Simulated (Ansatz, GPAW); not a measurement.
# Ballistic transport through graphene, current along zigzag, 2 cells wide; a Li atom over a ring, cheap and dear, part 2 of 3

Aim: T(E), conductance and thermopower of graphene, current along zigzag, 2 cells wide; a Li atom over a ring, and what cheaper settings cost in accuracy.

GPAW 26.7.0 and Ansatz 0.2.0; Ansatz plane waves; Landauer transmission by layers, zero bias; PAW set soft_1 (the session's first sound run).

So far, transmission at the Fermi level (one spin): step 2 (plane-wave reference (r2SCAN)) 0.133. Also open channels of the lead at the Fermi level (one spin): step 2 0.133.

## Step 3: GPAW, szp

The second zeta is dropped, the polarisation orbitals stay.

This step: GPAW LCAO, PAW setups; Landauer transmission from Green's functions with principal layers (ASE), zero bias (GPAW 26.7.0).

run.py

```python
import json
import numpy as np
from ase import Atoms
from ase.transport.calculators import TransportCalculator
from gpaw import GPAW, FermiDirac
from gpaw.lcao.tools import get_lcao_hamiltonian
from scipy.linalg import eigh

# The junction with lead layers at both ends, along the third cell vector
device = Atoms(
    ['C', 'C', 'C', 'C', 'C', 'C', 'C', 'C', 'C', 'C', 'C', 'C', 'C', 'C', 'C', 'C', 'C', 'C', 'C', 'C', 'C', 'C', 'C', 'C', 'C', 'C', 'C', 'C', 'C', 'C', 'C', 'C', 'C', 'C', 'C', 'C', 'C', 'C', 'C', 'C', 'C', 'C', 'C', 'C', 'Li', 'C', 'C', 'C', 'C', 'C', 'C', 'C', 'C', 'C', 'C', 'C', 'C', 'C', 'C', 'C', 'C', 'C', 'C', 'C', 'C', 'C', 'C', 'C', 'C', 'C', 'C', 'C', 'C', 'C', 'C', 'C', 'C', 'C', 'C', 'C', 'C', 'C', 'C', 'C', 'C', 'C', 'C', 'C', 'C', 'C', 'C', 'C', 'C', 'C', 'C', 'C', 'C'],
    positions=[
        [0.00000, 6.00000, 0.61500],
        [1.42028, 6.00000, 0.61500],
        [4.26084, 6.00000, 0.61500],
        [5.68113, 6.00000, 0.61500],
        [2.13042, 6.00000, 1.84500],
        [3.55070, 6.00000, 1.84500],
        [6.39127, 6.00000, 1.84500],
        [7.81155, 6.00000, 1.84500],
        [0.00000, 6.00000, 3.07500],
        [1.42028, 6.00000, 3.07500],
        [4.26084, 6.00000, 3.07500],
        [5.68113, 6.00000, 3.07500],
        [2.13042, 6.00000, 4.30500],
        [3.55070, 6.00000, 4.30500],
        [6.39127, 6.00000, 4.30500],
        [7.81155, 6.00000, 4.30500],
        [0.00000, 6.00000, 5.53500],
        [1.42028, 6.00000, 5.53500],
        [4.26084, 6.00000, 5.53500],
        [5.68113, 6.00000, 5.53500],
        [2.13042, 6.00000, 6.76500],
        [3.55070, 6.00000, 6.76500],
        [6.39127, 6.00000, 6.76500],
        [7.81155, 6.00000, 6.76500],
        [0.00000, 6.00000, 7.99500],
        [1.42028, 6.00000, 7.99500],
        [4.26084, 6.00000, 7.99500],
        [5.68113, 6.00000, 7.99500],
        [2.13042, 6.00000, 9.22500],
        [3.55070, 6.00000, 9.22500],
[... 61 atom lines left out ...]
        [4.26084, 6.00000, 27.67500],
        [5.68113, 6.00000, 27.67500],
        [2.13042, 6.00000, 28.90500],
        [3.55070, 6.00000, 28.90500],
        [6.39127, 6.00000, 28.90500],
        [7.81155, 6.00000, 28.90500]],
    cell=[[8.52169, 0.0, 0.0], [0.0, 12.0, 0.0], [0.0, 0.0, 29.52]],
    pbc=True)

# One principal layer of the lead: the first 24 atoms of the device
lead = Atoms(
    ['C', 'C', 'C', 'C', 'C', 'C', 'C', 'C', 'C', 'C', 'C', 'C', 'C', 'C', 'C', 'C', 'C', 'C', 'C', 'C', 'C', 'C', 'C', 'C'],
    positions=[
        [0.00000, 6.00000, 0.61500],
        [1.42028, 6.00000, 0.61500],
        [4.26084, 6.00000, 0.61500],
        [5.68113, 6.00000, 0.61500],
        [2.13042, 6.00000, 1.84500],
        [3.55070, 6.00000, 1.84500],
        [6.39127, 6.00000, 1.84500],
        [7.81155, 6.00000, 1.84500],
        [0.00000, 6.00000, 3.07500],
        [1.42028, 6.00000, 3.07500],
        [4.26084, 6.00000, 3.07500],
        [5.68113, 6.00000, 3.07500],
        [2.13042, 6.00000, 4.30500],
        [3.55070, 6.00000, 4.30500],
        [6.39127, 6.00000, 4.30500],
        [7.81155, 6.00000, 4.30500],
        [0.00000, 6.00000, 5.53500],
        [1.42028, 6.00000, 5.53500],
        [4.26084, 6.00000, 5.53500],
        [5.68113, 6.00000, 5.53500],
        [2.13042, 6.00000, 6.76500],
        [3.55070, 6.00000, 6.76500],
        [6.39127, 6.00000, 6.76500],
        [7.81155, 6.00000, 6.76500]],
    cell=[[8.52169, 0.0, 0.0], [0.0, 12.0, 0.0], [0.0, 0.0, 7.38]],
    pbc=True)

settings = dict(mode='lcao', basis='szp(dzp)', xc='PBE', h=0.2,
                occupations=FermiDirac(0.1), maxiter=250,
                mixer=dict(beta=0.05, nmaxold=8, weight=100.0),
                convergence=dict(density=0.0001))
energies = np.arange(-1, 1 + 1e-9, 0.05)
eta = 0.001
n1, n2 = 15, 1
# k and -k transmit alike, so half of the mesh across the current serves
mesh = [(i, j) for i in range(n1) for j in range(n2) if (i, j) <= (-i % n1, -j % n2)]
weights = np.array([1 if (i, j) == (-i % n1, -j % n2) else 2 for i, j in mesh]) / (n1 * n2)

# [... helper functions left out ...]
fermi_lead = ground_state(lead, (5, 1, 9), 'lead.txt')
fermi_device = ground_state(device, (5, 1, 2), 'device.txt')
# [... loop over the mesh left out, but for ...]
        # Shift the lead onto the potential of the device's first layer
        shift = ((H[:, 0, 0] - H0[:, 0, 0]) / S0[0, 0]).real.mean()
# [...]
kT = 8.617333e-5 * 300
bias = [0.1, 0.2, 0.5, 1.0]
# [... integrals and printing left out ...]
```

Command:

```sh
$ OMP_NUM_THREADS=1 OPENBLAS_NUM_THREADS=1 python run.py
```

Log:

```text
basis functions: device 868, principal layer 216
Fermi level: lead -3.4776 eV, device -2.7284 eV; lead shifted by -0.2544 eV
largest coupling past the next layer 4.69e-15 eV, largest misfit of the first layer 0.206 eV
  E-E_F (eV)   T (one spin)  [channel counts left out]
    -1.000    4.1032e-01
    -0.950    3.8621e-01
    -0.900    3.6069e-01
    -0.850    3.3343e-01
    -0.800    3.0394e-01
    -0.750    2.7552e-01
    -0.700    2.5701e-01
    -0.650    2.3450e-01
    -0.600    2.0629e-01
    -0.550    1.6964e-01
    -0.500    1.3177e-01
    -0.450    1.3176e-01
    -0.400    1.3177e-01
    -0.350    1.3177e-01
    -0.300    1.3177e-01
    -0.250    1.3176e-01
[...]
0.650    8.2991e-01
     0.700    8.6897e-01
     0.750    9.8086e-01
     0.800    9.8238e-01
     0.850    9.5739e-01
     0.900    1.0551e+00
     0.950    1.1114e+00
     1.000    1.1022e+00
conductance at 300 K: 0.17294 G0 a cell; thermopower -45.58 uV/K
current from the zero-bias T(E) at 0.1 V: 1.3976 uA
current from the zero-bias T(E) at 0.2 V: 3.0193 uA
current from the zero-bias T(E) at 0.5 V: 8.8411 uA
current from the zero-bias T(E) at 1.0 V: 22.81 uA
```

Elapsed: 19 min, on 1 thread of Arm Neoverse V1, shared host; peak memory 3.1 GiB.

Numbers from this step:

```
conductance                                    : 0.1729 G₀
largest coupling past the next principal layer : 4.69e-15 eV
largest misfit of the first principal layer    : 0.2061 eV
shift that aligns the lead                     : -0.2544 eV
basis functions of the junction                : 868
basis functions of a principal layer           : 216
transmission at the Fermi level (one spin)     : 0.1324
```

One spin. Table of transmission, zone mean by energy, zero at the Fermi level:

| energy (eV) | transmission, zone mean |
| --- | --- |
| -1.000 | 0.410 |
| -0.900 | 0.361 |
| -0.800 | 0.304 |
| -0.700 | 0.257 |
| -0.600 | 0.206 |
| -0.500 | 0.132 |
| -0.450 | 0.132 |
| -0.350 | 0.132 |
| -0.250 | 0.132 |
| -0.150 | 0.132 |
| -0.050 | 0.132 |
| 0.000 | 0.132 |
| 0.050 | 0.271 |
| 0.150 | 0.361 |
| 0.250 | 0.392 |
| 0.350 | 0.597 |
| 0.450 | 0.626 |
| 0.500 | 0.723 |
| 0.600 | 0.837 |
| 0.700 | 0.869 |
| 0.800 | 0.982 |
| 0.900 | 1.06 |
| 1.000 | 1.10 |

Not self-consistent under bias; the bias window is split evenly. The current through one cell, from the zero-bias transmission by bias:

| bias (V) | current through one cell, from the zero-bias transmission (μA) |
| --- | --- |
| 0.100 | 1.40 |
| 0.200 | 3.02 |
| 0.500 | 8.84 |
| 1.000 | 22.8 |

At the Fermi level; k in fractions of b1, b2. k resolved, by row:

| k1 | k2 | weight | t |
| --- | --- | --- | --- |
| 0 | 0 | 0.06667 | 1.972 |
| 0.06667 | 0 | 0.1333 | 0.006656 |
| 0.1333 | 0 | 0.1333 | 2.06e-4 |
| 0.2 | 0 | 0.1333 | 4.09e-8 |
| 0.2667 | 0 | 0.1333 | 1.20e-9 |
| 0.3333 | 0 | 0.1333 | 1.08e-10 |
| 0.4 | 0 | 0.1333 | 2.17e-11 |
| 0.4667 | 0 | 0.1333 | 8.26e-12 |

At the Fermi level T is 0.132 against 0.133 in plane waves, which used another functional. Couplings past the next layer reach 4.7e-15 eV, small enough to drop; the matrix elements of the cell's first layer differ from the bulk lead's by up to 0.21 eV. That layer keeps its own values in the calculation, and only beyond it is the lead taken as perfect.

## Step 4: Minimal basis, basis sz(dzp)

One function for each valence shell of the setup, as for a first survey of a large system.

run.py: that of step 3 with these lines changed.

```diff
@@ -83,3 +83,3 @@
 
-settings = dict(mode='lcao', basis='szp(dzp)', xc='PBE', h=0.2,
+settings = dict(mode='lcao', basis='sz(dzp)', xc='PBE', h=0.2,
                 occupations=FermiDirac(0.1), maxiter=250,
```

Log:

```text
basis functions: device 385, principal layer 96
Fermi level: lead -3.9675 eV, device -3.1591 eV; lead shifted by -0.2694 eV
largest coupling past the next layer 6.04e-15 eV, largest misfit of the first layer 0.228 eV
  E-E_F (eV)   T (one spin)  [channel counts left out]
    -1.000    3.8447e-01
    -0.950    3.6103e-01
    -0.900    3.3617e-01
    -0.850    3.0946e-01
    -0.800    2.8038e-01
    -0.750    2.6168e-01
    -0.700    2.4202e-01
    -0.650    2.1793e-01
    -0.600    1.8742e-01
    -0.550    1.4728e-01
    -0.500    1.3185e-01
    -0.450    1.3183e-01
    -0.400    1.3182e-01
    -0.350    1.3180e-01
    -0.300    1.3177e-01
    -0.250    1.3173e-01
[...]
0.650    8.6624e-01
     0.700    8.6644e-01
     0.750    9.4022e-01
     0.800    1.0546e+00
     0.850    1.0697e+00
     0.900    1.0597e+00
     0.950    1.0407e+00
     1.000    1.2146e+00
conductance at 300 K: 0.1807 G0 a cell; thermopower -44.58 uV/K
current from the zero-bias T(E) at 0.1 V: 1.4488 uA
current from the zero-bias T(E) at 0.2 V: 3.0906 uA
current from the zero-bias T(E) at 0.5 V: 8.8743 uA
current from the zero-bias T(E) at 1.0 V: 22.523 uA
```

Wall time 3.2 min (1 thread); peak memory 1.4 GiB.

This step gave:

```yaml
conductance: 0.1807 G₀
largest_coupling_past_the_next_principal_layer: 6.04e-15 eV
largest_misfit_of_the_first_principal_layer: 0.2276 eV
shift_that_aligns_the_lead: -0.2694 eV
basis_functions_of_the_junction: 385
basis_functions_of_a_principal_layer: 96
transmission_at_the_fermi_level_one_spin: 0.1474
```

One spin. Transmission, zone mean against energy, zero at the Fermi level:

energy (eV), transmission, zone mean and a bar from the least value:
```
   -1.000       0.38 #######
   -0.950       0.36 ######
   -0.850       0.31 #####
   -0.800       0.28 ####
   -0.700       0.24 ###
   -0.650       0.22 ##
   -0.600       0.19 ##
   -0.500       0.13 
   -0.450       0.13 
   -0.400       0.13 
   -0.300       0.13 
   -0.250       0.13 
   -0.150       0.13 
   -0.100       0.13 
   -0.050       0.13 
    0.000       0.15 
    0.050       0.28 ####
    0.100       0.33 ######
    0.150       0.36 ######
    0.250       0.38 #######
    0.300       0.52 ###########
    0.400       0.62 #############
    0.450       0.63 ##############
    0.500       0.63 ##############
    0.600       0.85 ####################
    0.650       0.87 ####################
    0.700       0.87 ####################
    0.800       1.05 ##########################
    0.850       1.07 ##########################
    0.950       1.04 #########################
    1.000       1.21 ##############################
```

Not self-consistent under bias; the bias window is split evenly. Table of current through one cell, from the zero-bias transmission by bias:

| bias (V) | current through one cell, from the zero-bias transmission (μA) |
| --- | --- |
| 0.100 | 1.45 |
| 0.200 | 3.09 |
| 0.500 | 8.87 |
| 1.000 | 22.5 |

At the Fermi level; k in fractions of b1, b2. k resolved, by row:

| k1 | k2 | weight | t |
| --- | --- | --- | --- |
| 0 | 0 | 0.06667 | 1.97 |
| 0.06667 | 0 | 0.1333 | 0.1206 |
| 0.1333 | 0 | 0.1333 | 4.57e-5 |
| 0.2 | 0 | 0.1333 | 3.57e-8 |
| 0.2667 | 0 | 0.1333 | 8.32e-10 |
| 0.3333 | 0 | 0.1333 | 5.81e-11 |
| 0.4 | 0 | 0.1333 | 9.16e-12 |
| 0.4667 | 0 | 0.1333 | 2.95e-12 |

At the Fermi level T is 0.147 against 0.133 in plane waves, which used another functional.

## Step 5: LDA in the szp basis: xc = "LDA"

Back in the szp basis, the functional changes from PBE to LDA, to set the spread between functionals beside that between bases.

run.py: that of step 4 with these lines changed.

```diff
@@ -83,3 +83,3 @@
 
-settings = dict(mode='lcao', basis='sz(dzp)', xc='PBE', h=0.2,
+settings = dict(mode='lcao', basis='szp(dzp)', xc='LDA', h=0.2,
                 occupations=FermiDirac(0.1), maxiter=250,
```

Log:

```text
basis functions: device 868, principal layer 216
Fermi level: lead -3.7064 eV, device -2.9632 eV; lead shifted by -0.2511 eV
largest coupling past the next layer 4.96e-15 eV, largest misfit of the first layer 0.204 eV
  E-E_F (eV)   T (one spin)  [channel counts left out]
    -1.000    4.1555e-01
    -0.950    3.9051e-01
    -0.900    3.6507e-01
[...]
0.950    1.1078e+00
     1.000    1.0949e+00
conductance at 300 K: 0.17223 G0 a cell; thermopower -45.35 uV/K
current from the zero-bias T(E) at 0.1 V: 1.3921 uA
current from the zero-bias T(E) at 0.2 V: 3.0092 uA
current from the zero-bias T(E) at 0.5 V: 8.8322 uA
current from the zero-bias T(E) at 1.0 V: 22.826 uA
```

The job ended after 19 min (1 thread; peak memory 3.1 GiB).

This step gave:

| Item | Value |
| --- | --- |
| conductance | 0.1722 G₀ |
| largest coupling past the next principal layer | 4.96e-15 eV |
| largest misfit of the first principal layer | 0.2043 eV |
| shift that aligns the lead | -0.2511 eV |
| basis functions of the junction | 868 |
| basis functions of a principal layer | 216 |
| transmission at the Fermi level (one spin) | 0.1319 |

The conductance, 0.172 G₀, lies 0.4 % below that of the szp run.

## Step 6: The ladder

Times are for 1 thread of Arm Neoverse V1, shared host. The runs compared:

| no. | run | conductance (G₀) | time | memory (GiB) |
| --- | --- | --- | --- | --- |
| 1 | szp | 0.1729 | 19 min | 3.1 |
| 2 | sz | 0.1807 | 3.2 min | 1.4 |
| 3 | szp LDA | 0.1722 | 19 min | 3.1 |

## Step 7: The levels side by side

The curves are compared point by point over the common energies.

This step: comparison of transmission and cost over codes and levels; PAW set soft_1 (GPAW 26.7.0).

Ladder, by row:

| step | code | T at the Fermi level (sum over the listed spins) | conductance (G0) | r.m.s. T(E) from the first | wall time (s) | peak memory (GiB) | threads |
| --- | --- | --- | --- | --- | --- | --- | --- |
| pw-r2scan | Ansatz | 0.1327 | - | 0 | 8577 | 10.97 | 4 |
| szp | GPAW | 0.1324 | 0.1729 | 0.0888 | 1142 | 3.15 | 1 |
| sz | GPAW | 0.1474 | 0.1807 | 0.09208 | 193.9 | 1.43 | 1 |
| szp-LDA | GPAW | 0.1319 | 0.1722 | 0.09008 | 1137 | 3.14 | 1 |

Table of transmission, zone mean, sum over the listed spins by energy, zero at the Fermi level:

| energy (eV) | pw-r2scan | szp | sz | szp-LDA |
| --- | --- | --- | --- | --- |
| -1.000 | 0.363 | 0.410 | 0.384 | 0.416 |
| -0.900 | 0.311 | 0.361 | 0.336 | 0.365 |
| -0.850 | 0.283 | 0.333 | 0.309 | 0.338 |
| -0.750 | 0.247 | 0.276 | 0.262 | 0.278 |
| -0.700 | 0.224 | 0.257 | 0.242 | 0.260 |
| -0.600 | 0.160 | 0.206 | 0.187 | 0.210 |
| -0.500 | 0.133 | 0.132 | 0.132 | 0.132 |
| -0.450 | 0.133 | 0.132 | 0.132 | 0.132 |
| -0.350 | 0.133 | 0.132 | 0.132 | 0.132 |
| -0.300 | 0.133 | 0.132 | 0.132 | 0.132 |
| -0.200 | 0.133 | 0.132 | 0.132 | 0.132 |
| -0.100 | 0.133 | 0.132 | 0.132 | 0.132 |
| -0.050 | 0.133 | 0.132 | 0.131 | 0.132 |
| 0.000 | 0.133 | 0.132 | 0.147 | 0.132 |
| 0.050 | 0.269 | 0.271 | 0.275 | 0.269 |
| 0.100 | 0.332 | 0.332 | 0.332 | 0.331 |
| 0.200 | 0.375 | 0.375 | 0.373 | 0.375 |
| 0.300 | 0.483 | 0.540 | 0.520 | 0.541 |
| 0.350 | 0.571 | 0.597 | 0.588 | 0.598 |
| 0.450 | 0.599 | 0.626 | 0.629 | 0.625 |
| 0.500 | 0.585 | 0.723 | 0.634 | 0.731 |
| 0.600 | 0.745 | 0.837 | 0.851 | 0.835 |
| 0.700 | 0.707 | 0.869 | 0.866 | 0.888 |
| 0.750 | 0.678 | 0.981 | 0.940 | 0.979 |
| 0.850 | 0.852 | 0.957 | 1.07 | 0.949 |
| 0.900 | 0.837 | 1.06 | 1.06 | 1.07 |
| 1.000 | 1.00 | 1.10 | 1.21 | 1.09 |

[end of part 2 of 3]

[Logs are printed without paths, hosts, clocks, repeated set-up lines and the standing remarks that a program may print on its own settings, such as how far it seeks lower states.]

[Hosts, paths, dates, database ids (printed as entryN), source tags and the programs' standing remarks are cut or masked in the printed files.]
